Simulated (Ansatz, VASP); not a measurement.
## One calculation of BN, two programs

```
B N
1.0
     2.50245    0.00000    0.00000
    -1.25123    2.16719    0.00000
     0.00000    0.00000    4.21030
B N
2 2
Direct
  0.33333 0.66667 0.00007
  0.66667 0.33333 0.50007
  0.33333 0.66667 0.37393
  0.66667 0.33333 0.87393
```

Change from the starting cell: strained cell.

Alike in both runs: functional PBEsol; k mesh 9 × 9 × 6; occupations gaussian, width 0.02 eV; no spin polarisation.

Ansatz relaxed the structure, and its values are those at the end. VASP's run is a single point on that final structure, the one shown.

```csv
,VASP,Ansatz
version,VASP 6.6.1,Ansatz 0.2.0
potentials or method,"VASP PAW PBE potentials, release 64 (B, N)","scalar-relativistic, plane waves, PAW"
plane-wave cutoff (eV),520,420
valence electrons in the cell,16,16
```

```tsv
	VASP	Ansatz	Ansatz less VASP
gap on the k mesh at the Fermi level (eV)	4.79	4.80	+0.012
least direct gap on the mesh (eV)	8.18	8.17	-0.002
pressure (GPa)	12.5	11.6	-0.95
rms of the force components (eV/Å)	0.006	0.000	-0.0058
```

Ansatz warned: «pseudo_functional_mismatch».

Caveats: the PAW data sets were made with another functional, which shifts forces and pressure a little (VASP); an odd mesh through Γ misses points on the zone boundary, where band edges often lie.
